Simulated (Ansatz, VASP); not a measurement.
## BeTe in VASP and in Ansatz

```
Be Te
1.0
     0.00000    2.83248    2.83248
     2.83248    0.00000    2.83248
     2.83248    2.83248    0.00000
Be Te
1 1
Direct
  0.00000 0.00000 0.00000
  0.75000 0.75000 0.75000
```

Alike in both runs: task single point; functional PBE; k mesh 10 × 10 × 10; occupations gaussian, width 0.05 eV; no spin polarisation.

```csv
,VASP,Ansatz
version,VASP 6.6.1,Ansatz 0.2.0
potentials or method,"VASP PAW PBE potentials, release 64 (Be, Te)","scalar-relativistic, plane waves, PAW"
plane-wave cutoff (eV),520,420
valence electrons in the cell,8,18
```

Ansatz gave:

* gap on the k mesh at the Fermi level (eV): 2.03
* least direct gap on the mesh (eV): 3.64
* pressure (GPa): 0.0

What did VASP give for the same quantities?

gap on the k mesh at the Fermi level (eV): 2.02; least direct gap on the mesh (eV): 3.62; pressure (GPa): 0.1.

The two sets of potentials don't hold the same shells in valence.

Caveats: spin-orbit coupling is left out, which moves the levels of the heavy elements. A k mesh can miss the band edges. A hybrid or GW would open this gap; PBE tends to underestimate it.
